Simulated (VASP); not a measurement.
W3C: single point with PBE

Slab: W3C, a slab with vacuum.

```
W C
1.0
     2.85459    0.00000    0.00000
    -1.42730    2.47215    0.00000
     0.00000    0.00000   21.69711
W C
3 1
Direct
  0.66667 0.33333 0.18436
  0.33333 0.66667 0.29260
  0.00000 0.00000 0.40084
  0.44444 0.55556 0.53588
```

The cell isn't the ideal one: C at 4/9 of the long diagonal of the hexagonal surface cell, 2.93 Å above the top plane.

| Property | Result |
| --- | --- |
| Program | VASP 6.6.1 |
| Task | single point |
| Functional | PBE |
| Potentials or basis | VASP PAW PBE potentials, release 64 (W_sv, C) |
| Cutoff | 520 eV |
| k mesh | 9 × 9 × 1 |
| Occupations | gaussian, width 0.1 eV |
| Spin | no spin polarisation |
| Dipole correction | yes |
| Further INCAR settings | ALGO = Normal; EDIFF = 1e-07; NBANDS = 31 |

```
Largest force          : 1.582 eV/Å
Band gap on the k mesh : none (metal or under the smearing width)
```

Forces on the atoms (eV/Å):
```
W   -0.009  0.005 -0.058
W   -0.031  0.018  0.022
W    0.096 -0.055  1.579
C   -0.057  0.033 -1.543
```

Levels at points of the mesh, in eV from the Fermi level:
| k point | band 19 | band 20 | band 21 | band 22 | band 23 | band 24 | band 25 | band 26 | band 27 | band 28 |
| --- | --- | --- | --- | --- | --- | --- | --- | --- | --- | --- |
| (0.00, 0.00, 0.00) | -1.03 | -0.51 | -0.50 | -0.20 | -0.20 | 0.07 | 0.07 | 0.19 | 2.36 | 2.37 |

It took 5.5 min on 1 thread of AMD EPYC 7R43 64-Core Processor (Zen 3), on a shared host, peak memory 0.3 GiB.

Spin-orbit coupling is left out, which matters for the levels of W.
